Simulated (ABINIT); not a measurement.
# TaSi2 (P6_222) in ABINIT: reference runs

How does TaSi2 come out in PBEsol? The cell is run as given and disturbed.

Everything below comes from runs of ABINIT 10.8.3 (patched build). Logs are shortened: lines on timing, memory, paths and dates and some standing lists are left out, and cuts for length are marked. The log counts tension as positive stress, the text compression.

## 1. The crystal as given

The structure is hexagonal, space group P6_222 (No. 180). The conventional cell has a = 4.780 Å, b = 4.780 Å, c = 6.564 Å, α = 90.00°, β = 90.00°, γ = 120.00°. Ta (site symmetry 222) has 10 Si at 2.59 to 2.76 Å as nearest neighbours. Around Si (site symmetry 2) lie 5 Si at 2.59 to 2.76 Å and 5 Ta at 2.59 to 2.76 Å.

## 2. Single point, PBEsol

File run.abi:

```
# Pseudopotentials
pp_dirpath "./"
pseudos "Ta.upf, Si.upf"

# Structure
acell 3*1.0
rprim
     9.0328908757     0.0000000000     0.0000000000
    -4.5164454379     7.8227129680     0.0000000000
     0.0000000000     0.0000000000    12.4041622820
ntypat 2
znucl 73 14
natom 9
typat 1 1 1 2 2 2 2 2 2
xred
     0.0000000000     0.5000000000     0.1666666667
     0.5000000000     0.5000000000     0.8333333333
     0.5000000000     0.0000000000     0.5000000000
     0.3333000000     0.1666500000     0.1666666667
     0.1666500000     0.8333500000     0.8333333333
     0.8333500000     0.6667000000     0.5000000000
     0.6667000000     0.8333500000     0.1666666667
     0.8333500000     0.1666500000     0.8333333333
     0.1666500000     0.3333000000     0.5000000000

# Plane-wave basis
ecut 29.0

# k points
kptopt 1
ngkpt 7 7 4
nshiftk 1
shiftk 0.0 0.0 0.0

# Exchange and correlation
ixc -116133

# Bands and occupations
nband 38
occopt 3
tsmear 0.05 eV

# SCF cycle
nstep 100
tolvrs 1.0e-10

# Output
iomode 3
prtwf 0
prtden 0
prteig 0
prtebands 0
enunit 1
```

Potentials or basis: PseudoDojo NC SR PBEsol v0.4.1 standard.

Command:

```sh
$ mpirun --bind-to none -np 4 abinit run.abi > log 2>&1
```

run.abo:

```text
.Version 10.8.3 of ABINIT
 Symmetries : space group P6_2 2 2 (#180); Bravais hP (primitive hexag.)
================================================================================
 Values of the parameters that define the memory need of the present run
     intxc =       0    ionmov =       0      iscf =       7    lmnmax =       8
     lnmax =       8     mgfft =      64  mpssoang =       4    mqgrid =    3007
     natom =       9  nloc_mem =       1    nspden =       1   nspinor =       1
    nsppol =       1      nsym =      12    n1xccc =    2501    ntypat =       2
    occopt =       3   xclevel =       2
       mpw =        6568          nfft =      129600          nkpt =          24
================================================================================
================================================================================

--------------------------------------------------------------------------------
------------- Echo of variables that govern the present computation ------------
--------------------------------------------------------------------------------
 -outvars: echo values of preprocessed input variables --------
            acell      1.0000000000E+00  1.0000000000E+00  1.0000000000E+00 Bohr
              amu      1.80947900E+02  2.80855000E+01
             ecut      2.90000000E+01 Hartree
           enunit           1
              ixc     -116133
         kptrlatt        7    0    0      0    7    0      0    0    4
          kptrlen      4.96166491E+01
            natom           9
            nband          38
            ngfft          45      45      64
             nkpt          24
            nstep         100
             nsym          12
           ntypat           2
           occopt           3
           prtden           0
        prtebands           0
           prteig           0
            prtwf           0
            rprim      9.0328908757E+00  0.0000000000E+00  0.0000000000E+00
                      -4.5164454379E+00  7.8227129680E+00  0.0000000000E+00
                       0.0000000000E+00  0.0000000000E+00  1.2404162282E+01
          spgroup         180
           tolvrs      1.00000000E-10
           tsmear      1.83746611E-03 Hartree
            typat      1  1  1  2  2  2  2  2  2
           xangst     -1.1949999992E+00  2.0698007136E+00  1.0939999993E+00
                       1.1949999992E+00  2.0698007136E+00  5.4699999963E+00
                       2.3899999984E+00 -3.0639205449E-16  3.2819999978E+00
                       1.1948804992E+00  6.8986457786E-01  1.0939999993E+00
                      -1.1951194992E+00  3.4497368494E+00  5.4699999963E+00
                       2.3899999984E+00  2.7598722716E+00  3.2819999978E+00
                       1.1951194992E+00  3.4497368494E+00  1.0939999993E+00
                       3.5851194976E+00  6.8986457786E-01  5.4699999963E+00
                      -8.8190617327E-12  1.3797291557E+00  3.2819999978E+00
            xcart     -2.2582227189E+00  3.9113564840E+00  2.0673603803E+00
                       2.2582227189E+00  3.9113564840E+00  1.0336801902E+01
                       4.5164454378E+00 -5.7899707014E-16  6.2020811410E+00
                       2.2579968966E+00  1.3036551161E+00  2.0673603803E+00
                      -2.2584485412E+00  6.5190578519E+00  1.0336801902E+01
                       4.5164454378E+00  5.2154027358E+00  6.2020811410E+00
                       2.2584485412E+00  6.5190578519E+00  2.0673603803E+00
                       6.7748939790E+00  1.3036551161E+00  1.0336801902E+01
                      -1.6665611362E-11  2.6073102322E+00  6.2020811410E+00
             xred     -5.9382921874E-17  5.0000000000E-01  1.6666666667E-01
                       5.0000000000E-01  5.0000000000E-01  8.3333333333E-01
                       5.0000000000E-01 -7.4014868308E-17  5.0000000000E-01
                       3.3330000000E-01  1.6665000000E-01  1.6666666667E-01
                       1.6665000000E-01  8.3335000000E-01  8.3333333333E-01
                       8.3335000000E-01  6.6670000000E-01  5.0000000000E-01
                       6.6670000000E-01  8.3335000000E-01  1.6666666667E-01
                       8.3335000000E-01  1.6665000000E-01  8.3333333333E-01
                       1.6665000000E-01  3.3330000000E-01  5.0000000000E-01
            znucl       73.00000   14.00000

================================================================================

 chkinp: Checking input parameters for consistency.

================================================================================
== DATASET  1 ==================================================================

--- !DatasetInfo
iteration_state: {dtset: 1, }
dimensions: {natom: 9, nkpt: 24, mband: 38, nsppol: 1, nspinor: 1, nspden: 1, mpw: 6568, }
cutoff_energies: {ecut:  29.0, pawecutdg:  -1.0, }
electrons: {nelect:   6.30000000E+01, charge:   0.00000000E+00, occopt:   3.00000000E+00, tsmear:   1.83746611E-03, }
meta: {optdriver: 0, ionmov: 0, optcell: 0, iscf: 7, paral_kgb: 0, }
...

 Real(R)+Recip(G) space primitive vectors, cartesian coordinates (Bohr,Bohr^-1):
 R(1)=  9.0328909  0.0000000  0.0000000  G(1)=  0.1107065  0.0639164  0.0000000
 R(2)= -4.5164454  7.8227130  0.0000000  G(2)=  0.0000000  0.1278329  0.0000000
 R(3)=  0.0000000  0.0000000 12.4041623  G(3)=  0.0000000  0.0000000  0.0806181
 Unit cell volume ucvol=  8.7649935E+02 bohr^3
 Angles (23,13,12)=  9.00000000E+01  9.00000000E+01  1.20000000E+02 degrees

[... 93 lines left out ...]
    7        2.00000          1.76720637
    8        2.00000          1.76720637
    9        2.00000          1.77037827
================================================================================

 ----iterations are completed or convergence reached----

 Mean square residual over all n,k,spin=   39.698E-07; max=  51.862E-05
 reduced coordinates (array xred) for    9 atoms
      -0.000000000000      0.500000000000      0.166666666667
       0.500000000000      0.500000000000      0.833333333333
       0.500000000000     -0.000000000000      0.500000000000
       0.333300000000      0.166650000000      0.166666666667
       0.166650000000      0.833350000000      0.833333333333
       0.833350000000      0.666700000000      0.500000000000
       0.666700000000      0.833350000000      0.166666666667
       0.833350000000      0.166650000000      0.833333333333
       0.166650000000      0.333300000000      0.500000000000
 rms dE/dt=  6.1798E-02; max dE/dt=  1.1353E-01; dE/dt below (all hartree)
    1      -0.000000000000      0.000000000000      0.000000000000
    2       0.000000000000     -0.000000000000     -0.000000000000
    3      -0.000000000000     -0.000000000000      0.000000000000
    4       0.113530935245     -0.000000000000      0.000000000000
    5       0.113530935245     -0.113530935245      0.000000000000
    6       0.000000000000     -0.113530935245      0.000000000000
    7      -0.113530935245     -0.000000000000      0.000000000000
    8      -0.113530935245      0.113530935245      0.000000000000
    9       0.000000000000      0.113530935245      0.000000000000

 cartesian coordinates (angstrom) at end:
    1     -1.19499999920105     2.06980071364631     1.09399999925398
    2      1.19499999917459     2.06980071364631     5.46999999626988
    3      2.38999999837564    -0.00000000000000     3.28199999776193
    4      1.19488049918349     0.68986457785831     1.09399999925398
    5     -1.19511949920979     3.44973684943430     5.46999999626988
    6      2.38999999835800     2.75987227157599     3.28199999776193
    7      1.19511949916569     3.44973684943430     1.09399999925398
    8      3.58511949755897     0.68986457785831     5.46999999626988
    9     -0.00000000000882     1.37972915571663     3.28199999776193

 cartesian forces (hartree/bohr) at end:
    1      0.00000000000000    -0.00000000000000    -0.00000000000000
    2      0.00000000000000    -0.00000000000000     0.00000000000000
    3      0.00000000000000    -0.00000000000000    -0.00000000000000
    4     -0.01256861582938    -0.00725649373248    -0.00000000000000
    5     -0.01256861582938     0.00725649373232    -0.00000000000000
    6      0.00000000000000     0.01451298746481    -0.00000000000000
    7      0.01256861582938     0.00725649373248    -0.00000000000000
    8      0.01256861582938    -0.00725649373232    -0.00000000000000
    9      0.00000000000000    -0.01451298746481    -0.00000000000000
 frms,max,avg= 6.8414879E-03 1.4512987E-02   0.000E+00  0.000E+00  0.000E+00 h/b

 cartesian forces (eV/Angstrom) at end:
    1      0.00000000000000    -0.00000000000000    -0.00000000000000
    2      0.00000000000000    -0.00000000000000     0.00000000000000
    3      0.00000000000000    -0.00000000000000    -0.00000000000000
    4     -0.64630421170066    -0.37314391060641    -0.00000000000000
    5     -0.64630421170066     0.37314391059815    -0.00000000000000
    6      0.00000000000000     0.74628782120456    -0.00000000000000
    7      0.64630421170066     0.37314391060641    -0.00000000000000
    8      0.64630421170066    -0.37314391059815    -0.00000000000000
    9      0.00000000000000    -0.74628782120456    -0.00000000000000
 frms,max,avg= 3.5180345E-01 7.4628782E-01   0.000E+00  0.000E+00  0.000E+00 e/A
 length scales=  1.000000000000  1.000000000000  1.000000000000 bohr
              =  0.529177210544  0.529177210544  0.529177210544 angstroms
 Fermi (or HOMO) energy (eV) =  11.56992   Average Vxc (eV)= -12.25306
 Eigenvalues (   eV  ) for nkpt=  24  k points:
 kpt#   1, nband= 38, wtk=  0.00510, kpt=  0.0000  0.0000  0.0000 (reduced coord)
 -56.07897  -56.06333  -56.06333  -22.75956  -22.75956  -22.75668  -22.65767  -22.65767
 -22.59316  -22.57162  -22.57162  -22.55031   -1.75236    1.53656    1.53656    5.18512
   5.67663    5.67663    5.71002    5.71002    6.75500    7.65906    7.65906    7.91044
   9.05306    9.05306    9.05835    9.05835    9.30054    9.30054    9.34259    9.78781
  12.10980   14.67695   14.67696   15.00069   15.06124   15.24702
 prteigrs : prtvol=0 or 1, do not print more k-points.

--- !EnergyTerms
iteration_state     : {dtset: 1, }
comment             : Components of total free energy in Hartree
kinetic             :  6.14966605375135E+01
hartree             :  3.41782314256129E+01
xc                  : -5.38354969402217E+01
Ewald energy        : -1.64014120826571E+02
psp_core            :  8.07259800591414E+00
local_psp           : -1.23895521598415E+02
non_local_psp       :  1.71772367363696E+01
internal            : -2.20820412659797E+02
'-kT*entropy'       : -1.24479846633878E-03
total_energy        : -2.20821657458263E+02
total_energy_eV     : -6.00886341257452E+03
band_energy         : -1.77755076483398E+01
...

 Cartesian components of stress tensor (hartree/bohr^3)
  sigma(1 1)=  7.51292582E-05  sigma(3 2)=  0.00000000E+00
  sigma(2 2)=  7.51292581E-05  sigma(3 1)=  0.00000000E+00
  sigma(3 3)= -1.77351443E-05  sigma(2 1)=  5.93479884E-14

-Cartesian components of stress tensor (GPa)         [Pressure= -1.2997E+00 GPa]
- sigma(1 1)=  2.21037909E+00  sigma(3 2)=  0.00000000E+00
- sigma(2 2)=  2.21037909E+00  sigma(3 1)=  0.00000000E+00
- sigma(3 3)= -5.21785959E-01  sigma(2 1)=  1.74607810E-09

== END DATASET(S) ==============================================================
================================================================================

 -outvars: echo values of variables after computation  --------
            acell      1.0000000000E+00  1.0000000000E+00  1.0000000000E+00 Bohr
           etotal     -2.2082165746E+02
            fcart      3.8549410577E-19 -5.7824115866E-19 -1.8300707963E-27
                       3.8549410577E-19 -5.7824115866E-19  1.6572542262E-26
                       3.8549410577E-19 -5.7824115866E-19 -1.8300707963E-27
                      -1.2568615829E-02 -7.2564937325E-03 -1.8300707963E-27
                      -1.2568615829E-02  7.2564937323E-03 -2.6983745679E-27
                       3.8549410577E-19  1.4512987465E-02 -1.8300707963E-27
                       1.2568615829E-02  7.2564937325E-03 -1.8300707963E-27
                       1.2568615829E-02 -7.2564937323E-03 -2.8937429165E-27
                       3.8549410577E-19 -1.4512987465E-02 -1.8300707963E-27
            rprim      9.0328908757E+00  0.0000000000E+00  0.0000000000E+00
                      -4.5164454379E+00  7.8227129680E+00  0.0000000000E+00
                       0.0000000000E+00  0.0000000000E+00  1.2404162282E+01
           strten      7.5129258191E-05  7.5129258117E-05 -1.7735144279E-05
                       0.0000000000E+00  0.0000000000E+00  5.9347988413E-14
           xangst     -1.1949999992E+00  2.0698007136E+00  1.0939999993E+00
                       1.1949999992E+00  2.0698007136E+00  5.4699999963E+00
                       2.3899999984E+00 -3.0639205449E-16  3.2819999978E+00
                       1.1948804992E+00  6.8986457786E-01  1.0939999993E+00
                      -1.1951194992E+00  3.4497368494E+00  5.4699999963E+00
                       2.3899999984E+00  2.7598722716E+00  3.2819999978E+00
                       1.1951194992E+00  3.4497368494E+00  1.0939999993E+00
                       3.5851194976E+00  6.8986457786E-01  5.4699999963E+00
                      -8.8190617327E-12  1.3797291557E+00  3.2819999978E+00
             xred     -5.9382921874E-17  5.0000000000E-01  1.6666666667E-01
                       5.0000000000E-01  5.0000000000E-01  8.3333333333E-01
                       5.0000000000E-01 -7.4014868308E-17  5.0000000000E-01
                       3.3330000000E-01  1.6665000000E-01  1.6666666667E-01
                       1.6665000000E-01  8.3335000000E-01  8.3333333333E-01
                       8.3335000000E-01  6.6670000000E-01  5.0000000000E-01
                       6.6670000000E-01  8.3335000000E-01  1.6666666667E-01
                       8.3335000000E-01  1.6665000000E-01  8.3333333333E-01
                       1.6665000000E-01  3.3330000000E-01  5.0000000000E-01
 Calculation completed.
```

Wall time 70 s (4 MPI ranks of Arm Neoverse V2, shared host); peak memory 0.44 GiB.

Results:

```yaml
Free_energy: -6008.8634 eV
Pressure: -1.3 GPa
Largest_force: 0.746 eV/Å
Band_gap_on_the_k_mesh: none (metal or under the smearing width)
Valence_electrons_inside_the_program's_atomic_spheres: Ta 9.31, 9.32; Si 1.77
```

Forces on the atoms (eV/Å):
```
Ta   0.000  0.000  0.000
Ta   0.000  0.000  0.000
Ta   0.000  0.000  0.000
Si  -0.646 -0.373  0.000
Si  -0.646  0.373  0.000
Si   0.000  0.746  0.000
Si   0.646  0.373  0.000
Si   0.646 -0.373  0.000
Si   0.000 -0.746  0.000
```

Caveat: the cell's inner coordinates are idealised or old, which leaves forces on the atoms. Spin-orbit coupling is left out, which matters for the levels of Ta.

(Part 1 of 2 ends here.)
